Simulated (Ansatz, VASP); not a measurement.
One calculation of Cd, two programs

The input INCAR:

```
ALGO = Normal
EDIFF = 1E-7
EDIFFG = -0.01
ENCUT = 600
GGA = PE
IBRION = 2
ISIF = 3
ISMEAR = 0
LASPH = T
LCHARG = F
LREAL = F
LWAVE = F
NELM = 100
NSW = 100
PREC = Accurate
SIGMA = 0.1
```

File KPOINTS:

```
k-points
0
Gamma
  22 22 22
```

The input POSCAR:

```
Cd
1.0
   -1.7843220000      1.7843220000      1.7843220000
    1.7843220000     -1.7843220000      1.7843220000
    1.7843220000      1.7843220000     -1.7843220000
Cd
1
Direct
    0.0000000000      0.0000000000      0.0000000000
```

Input for Ansatz:

```yaml
crystal:
  lattice:
    - [-1.784322, 1.784322, 1.784322]
    - [1.784322, -1.784322, 1.784322]
    - [1.784322, 1.784322, -1.784322]
  atoms:
    - { symbol: Cd, position: [0.0, 0.0, 0.0] }
basis:
  ecutwfc: 420
kpoints:
  mp_grid: { grid: [22, 22, 22] }
hamiltonian:
  xc: pbe
scf:
  occupations: { method: gaussian, width: 0.1 }
output:
  forces: true
  stress: true
  eigenvalues: true
relax:
  adjacent_minimum: "off"
  f_tol: 0.01
  max_steps: 80
  cell: { stress_tol: 0.05 }
```

Alike in both runs: task relaxation of cell and atoms; functional PBE; k mesh 22 × 22 × 22; occupations gaussian, width 0.1 eV; no spin polarisation.

|  | VASP | Ansatz |
| --- | --- | --- |
| version | VASP 6.6.1 | Ansatz 0.2.0 |
| potentials or method | VASP PAW PBE potentials, release 64 (Cd) | scalar-relativistic, plane waves, PAW |
| plane-wave cutoff (eV) | 600 | 420 |
| valence electrons in the cell | 12 | 20 |

VASP gave:

```
gap on the k mesh at the Fermi level, each at its own relaxed structure (eV) : none
relaxed volume (Å³/atom)                                                     : 23.44
relaxed cell length with the largest relative difference (Å)                 : 3.123
energy change over the relaxation (meV/atom)                                 : -3
```

Task: What did Ansatz give for the same quantities?

Result: gap on the k mesh at the Fermi level, each at its own relaxed structure (eV): none; relaxed volume (Å³/atom): 23.36; relaxed cell length with the largest relative difference (Å): 3.119; energy change over the relaxation (meV/atom): -2.

A gap of «none» marks a metal or a gap that the smearing closes. The two sets of potentials don't hold the same shells in valence.
